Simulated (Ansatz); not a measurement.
The system is BaTiO3.

```
Ba Ti O
1.0
     2.82737    1.63238    2.31839
    -2.82737    1.63238    2.31839
     0.00000   -3.26476    2.31839
Ba Ti O
1 1 3
Direct
  0.00000 0.00000 0.00000
  0.48450 0.48450 0.48450
  0.50860 0.01750 0.50860
  0.01750 0.50860 0.50860
  0.50860 0.50860 0.01750
```

| Item | Value |
| --- | --- |
| Program | Ansatz 0.2.0 |
| Task | single point |
| Functional | PBE |
| Potentials or basis | all-electron LAPW, scalar-relativistic |
| Cutoff | 441 eV (chosen from the basis error) |
| Basis error allowed | 0.001 eV/atom |
| k mesh | 7 × 7 × 7 |
| Occupations | fermi-dirac, width 0.05 eV |
| Spin | no spin polarisation |

On this cell: pressure 5.0 GPa; largest force 0.136 eV/Å; band gap on the k mesh 2.49 eV, indirect (least direct gap 2.79 eV).

The same run follows on a disturbed copy (atoms moved at random, drawn with an rms of 0.05 Å):

```xyz
5
Lattice="2.8274 1.6324 2.3184 -2.8274 1.6324 2.3184 0.0000 -3.2648 2.3184" Properties=species:S:1:pos:R:3 pbc="T T T"
Ba   -0.0133   -0.0570   -0.0314
Ti    0.0298   -0.0136    3.3333
O     1.4171   -0.8379    2.4026
O    -1.4111   -0.7929    2.4460
O    -0.0089    1.6263    2.4086
```

Q: What does the disturbed cell give?

A: The energy moves by +8.8 meV/atom; pressure 5.3 GPa; largest force 0.534 eV/Å; band gap on the k mesh 2.61 eV, indirect (least direct gap 2.99 eV).

Forces in eV/Å, atoms in the order of the input:
```
Ba   0.201  0.295 -0.023
Ti  -0.297 -0.100  0.433
O   -0.287  0.317  0.097
O    0.152 -0.162 -0.454
O    0.231 -0.350 -0.052
```

Stress tensor (GPa, compression positive):
```
 5.12  0.24 -0.09
 0.24  4.85  0.44
-0.09  0.44  5.92
```

Caveats: spin-orbit coupling is left out, which moves the levels of the heavy elements; an odd mesh through Γ misses points on the zone boundary, where band edges often lie.
